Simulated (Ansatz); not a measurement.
## Sn: energy change per atom and pressure as volume scale varies

Plane-wave DFT, scalar-relativistic PAW made under PBE with cores redone for the functional, no dispersion; the given relaxed cell is scaled uniformly, energy at zero smearing counts from the unscaled cell, pressure at the given Fermi-Dirac smearing is positive in compression. The results are calculated, by Ansatz 0.2.0.

The cell before it is scaled or strained (space group Im-3m, No. 229):
```
CELL_PARAMETERS angstrom
-1.91700 1.91700 1.91700
1.91700 -1.91700 1.91700
1.91700 1.91700 -1.91700
ATOMIC_POSITIONS crystal
Sn 0.00000 0.00000 0.00000
```

Settings of every row: spin polarised no; functional revPBE; wave cutoff 420 eV; smearing width 0.1 eV; k mesh 13x13x13.

Atom starting moment: 0 on all atoms.

Limits: the cell comes from a prototype or a list of computed structures and needn't be the stable phase.

```
row  volume scale  V (Å³/atom)  energy change per atom (meV)  pressure (GPa)
  1          0.88       24.798                         76.94            7.96
  2          0.92       25.925                             ?               ?
  3          0.96       27.052                           8.5            2.24
  4          1.04       29.306                          4.02           -1.35
  5          1.08       30.433                         18.09           -2.63
  6          1.12       31.561                         40.34           -3.66
```

Question: what energy change per atom and pressure should row 2 give?

Worked fit of energy change per atom. Take u = (V_r/V)^(2/3) − 1 with V_r = 29.306 Å³ an atom, which is twice the finite (Eulerian) strain; such expansions in the strain, on which the Birch-Murnaghan equation of state is built, carry the rest volume and the bulk modulus. The shown rows have u = 0.11779, 0.0548, 0, -0.02484, -0.04822. Least squares give energy change per atom = 3.701 − 362.795 × u + 8350.01 × u² meV; a straight line predicts inner rows, each left out in turn, worse (root mean square 28 against 0.66 meV). The rows lie off it by 0.12, -0.40, 0.32, 0.23, -0.27 (root mean square 0.28 meV). The withheld row has u = 0.08516, so the fit gives 3.701 − 362.795 × (0.08516) + 8350.01 × (0.08516)² = 33.36 meV.

The calculation gave 32.76 meV. The fit lies 0.60 meV (1.8 % of the value, 0.82 % of the column's range) above it; its largest miss of a shown row is 0.40 meV.

Worked fit of pressure. Take u = (V_r/V)^(2/3) − 1 with V_r = 29.306 Å³ an atom, which is twice the finite (Eulerian) strain; such expansions in the strain, on which the Birch-Murnaghan equation of state is built, carry the rest volume and the bulk modulus. The shown rows have u = 0.11779, 0.0548, 0, -0.02484, -0.04822. Least squares give pressure = −1.382 + 56.1 × u + 196.17 × u² GPa; a straight line predicts inner rows, each left out in turn, worse (root mean square 0.66 against 0.069 GPa). The rows lie off it by 0.01, -0.04, 0.03, 0.02, -0.03. The pressure vanishes at u = 0.0228, or V = 28.33 Å³ an atom, and there the bulk modulus at fixed shape and fractions is B = −V dP/dV = (2/3)(1 + u) dP/du = 44.4 GPa. The withheld row has u = 0.08516, so the fit gives −1.382 + 56.1 × (0.08516) + 196.17 × (0.08516)² = 4.82 GPa.

The calculation gave 4.77 GPa. The fit lies 0.05 GPa (1 % of the value, 0.43 % of the column's range) above it; its largest miss of a shown row is 0.04 GPa.
